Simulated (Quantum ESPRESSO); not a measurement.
Ni: projected density of states with PBEsol

Ni:

```xyz
1
Lattice="0.0000 1.7376 1.7376 1.7376 0.0000 1.7376 1.7376 1.7376 0.0000" Properties=species:S:1:pos:R:3 pbc="T T T"
Ni    0.0000    0.0000    0.0000
```

```yaml
Program: Quantum ESPRESSO 7.5
Task: projected density of states
Functional: PBEsol
Potentials_or_basis: GBRV 1.5 PBEsol
Cutoff: 612 eV
Density_cutoff: 4898 eV
k_mesh: 11 × 11 × 11
Occupations: fermi-dirac, width 0.05 eV
Spin: collinear spin, ferromagnetic start
Starting_moments: "[1.0] μB"
Mixing_beta: 0.3
Most_SCF_iterations: 120
SCF_threshold: 2e-10 Ry
Dos_occupations: tetrahedra_opt
```

```json
{"Pressure": "-2.9 GPa", "Band gap on the k mesh": "none (metal or under the smearing width)", "Net moment": "0.58 μB per cell", "Absolute moment": "0.68 μB per cell", "Site moments": "Ni +0.62 μB", "Valence electrons inside the program's atomic spheres": "Ni 16.67"}
```

Levels at points of the mesh, in eV from the Fermi level:
Spin up:
```
           k point  band 5  band 6  band 7  band 8  band 9  band 10  band 11  band 12  band 13  band 14
(0.00, 0.00, 0.00)   -9.44   -2.54   -2.54   -2.54   -1.34    -1.34    23.71    27.91    27.91    27.91
```
Spin down:
```tsv
k point	band 5	band 6	band 7	band 8	band 9	band 10	band 11	band 12	band 13	band 14
(0.00, 0.00, 0.00)	-9.47	-1.84	-1.84	-1.84	-0.68	-0.68	23.58	27.89	27.89	27.89
```

States per cell in windows of 1 eV (zero at the Fermi level; states under -8 eV left out):
| from (eV) | up | down | Ni#1 d wfc3 | Ni#1 p wfc5 | Ni#1 s wfc4 | Ni#1 s wfc1 | Ni#1 p wfc2 |
| --- | --- | --- | --- | --- | --- | --- | --- |
| -8.0 | 0.05 | 0.05 | 0.00 | 0.05 | 0.05 | 0.00 | 0.00 |
| -7.0 | 0.08 | 0.08 | 0.01 | 0.07 | 0.07 | 0.00 | 0.00 |
| -6.0 | 0.18 | 0.13 | 0.09 | 0.12 | 0.09 | 0.00 | 0.00 |
| -5.0 | 0.66 | 0.38 | 0.72 | 0.17 | 0.14 | 0.00 | 0.00 |
| -4.0 | 0.87 | 0.74 | 1.37 | 0.20 | 0.03 | 0.00 | 0.00 |
| -3.0 | 1.31 | 1.00 | 2.06 | 0.23 | 0.01 | 0.00 | 0.00 |
| -2.0 | 1.14 | 1.15 | 2.16 | 0.12 | 0.01 | 0.00 | 0.00 |
| -1.0 | 0.92 | 1.16 | 2.01 | 0.05 | 0.01 | 0.00 | 0.00 |
| 0.0 | 0.15 | 0.71 | 0.77 | 0.07 | 0.02 | 0.00 | 0.00 |
| 1.0 | 0.14 | 0.16 | 0.16 | 0.11 | 0.02 | 0.00 | 0.00 |
| 2.0 | 0.12 | 0.14 | 0.11 | 0.13 | 0.02 | 0.00 | 0.00 |
| 3.0 | 0.11 | 0.12 | 0.07 | 0.13 | 0.02 | 0.00 | 0.00 |
| 4.0 | 0.08 | 0.09 | 0.05 | 0.11 | 0.01 | 0.00 | 0.00 |
| 5.0 | 0.07 | 0.07 | 0.03 | 0.09 | 0.02 | 0.00 | 0.00 |
| 6.0 | 0.14 | 0.13 | 0.06 | 0.10 | 0.11 | 0.00 | 0.00 |
| 7.0 | 0.13 | 0.15 | 0.05 | 0.14 | 0.09 | 0.00 | 0.00 |

Wall time 15 s on 2 MPI ranks on Arm Neoverse V2, with other jobs on the host, peak memory 0.12 GiB a rank.
